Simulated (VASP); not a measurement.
Here is a VASP 6.6.1 calculation.

The input INCAR:

```
PREC = Accurate
ENCUT = 520
EDIFF = 1E-7
ISMEAR = -1
SIGMA = 0.05
LREAL = F
LASPH = T
NELM = 100
ALGO = Normal
ISIF = 2
LWAVE = F
LCHARG = F
GGA = PS
```

File KPOINTS:

```
regular mesh
0
Gamma
  14 14 14
```

File POSCAR:

```
Be
1.0
    0.0000000000      1.5790500000      1.5790500000
    1.5790500000      0.0000000000      1.5790500000
    1.5790500000      1.5790500000      0.0000000000
Be
1
Direct
    0.0000000000      0.0000000000      0.0000000000
```

File KPOINTS_OPT:

```
path GXWKGLUWLK,UX
10
line-mode
reciprocal
 0.0000000000  0.0000000000  0.0000000000  G
 0.5000000000  0.0000000000  0.5000000000  X

 0.5000000000  0.0000000000  0.5000000000  X
 0.5000000000  0.2500000000  0.7500000000  W

 0.5000000000  0.2500000000  0.7500000000  W
 0.3750000000  0.3750000000  0.7500000000  K

 0.3750000000  0.3750000000  0.7500000000  K
 0.0000000000  0.0000000000  0.0000000000  G

 0.0000000000  0.0000000000  0.0000000000  G
 0.5000000000  0.5000000000  0.5000000000  L

 0.5000000000  0.5000000000  0.5000000000  L
 0.6250000000  0.2500000000  0.6250000000  U

 0.6250000000  0.2500000000  0.6250000000  U
 0.5000000000  0.2500000000  0.7500000000  W

 0.5000000000  0.2500000000  0.7500000000  W
 0.5000000000  0.5000000000  0.5000000000  L

 0.5000000000  0.5000000000  0.5000000000  L
 0.3750000000  0.3750000000  0.7500000000  K

 0.6250000000  0.2500000000  0.6250000000  U
 0.5000000000  0.0000000000  0.5000000000  X
```

Potentials or basis: VASP PAW PBE potentials, release 64 (Be).

Command:

```sh
$ cat potpaw_PBE.64/Be/POTCAR > POTCAR
$ mpirun -np 1 vasp_std > vasp.out
```

Task: Predict the band gap along the path.

Result: None (metal or under the smearing width).

Task: Estimate the pressure.

Result: -1.0 GPa.

Levels at the corners of the path, in eV from the Fermi level:
```csv
point,band 1,band 2,band 3,band 4,band 5
Γ,-11.81,19.50,19.50,19.50,29.18
X,-2.63,3.90,9.57,9.57,15.24
X,-2.63,3.90,9.57,9.57,15.24
W,1.00,1.00,3.17,10.31,25.52
W,1.00,1.00,3.17,10.31,25.52
K,-0.81,0.46,6.69,11.22,20.67
K,-0.81,0.46,6.69,11.22,20.67
Γ,-11.81,19.50,19.50,19.50,29.18
Γ,-11.81,19.50,19.50,19.50,29.18
L,-5.26,0.08,16.55,16.55,26.31
L,-5.26,0.08,16.55,16.55,26.31
U,-0.81,0.46,6.69,11.22,20.67
U,-0.81,0.46,6.69,11.22,20.67
W,1.00,1.00,3.17,10.31,25.52
W,1.00,1.00,3.17,10.31,25.52
L,-5.26,0.08,16.55,16.55,26.31
L,-5.26,0.08,16.55,16.55,26.31
K,-0.81,0.46,6.69,11.22,20.67
U,-0.81,0.46,6.69,11.22,20.67
X,-2.63,3.90,9.57,9.57,15.24
```

Caveat: the PAW data sets were made with another functional, which shifts forces and pressure a little.
